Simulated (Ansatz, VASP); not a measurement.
One calculation of KBr, two programs

```
Br K
1.0
     0.00000    3.25540    3.25540
     3.25540    0.00000    3.25540
     3.25540    3.25540    0.00000
Br K
1 1
Direct
  0.50000 0.50000 0.50000
  0.00000 0.00000 0.00000
```

Alike in both runs: task single point; functional BLYP; k mesh 7 × 7 × 7; occupations fermi-dirac, width 0.05 eV; no spin polarisation.

```csv
,VASP,Ansatz
version,VASP 6.6.1,Ansatz 0.2.0
potentials or method,"VASP PAW PBE potentials, release 64 (Br, K_sv)",Ansatz PAW
plane-wave cutoff (eV),520,420
valence electrons in the cell,16,16
```

VASP gave:

- gap on the k mesh at the Fermi level (eV): 4.57
- least direct gap on the mesh (eV): 4.57
- pressure (GPa): 2.4

Task: What did Ansatz give for the same quantities?

Result: gap on the k mesh at the Fermi level (eV): 4.56; least direct gap on the mesh (eV): 4.56; pressure (GPa): 2.3.

Caveats: the PAW data sets were made with another functional, which shifts forces and pressure a little (VASP); odd divisions of the mesh miss points on the zone boundary, where band edges often lie, so the gap on the mesh can be too wide (Ansatz); the PAW data sets come from PBE, with cores solved anew for the run's functional, which leaves a small shift of forces and pressure (Ansatz). A hybrid or GW would open this gap; BLYP tends to underestimate it.
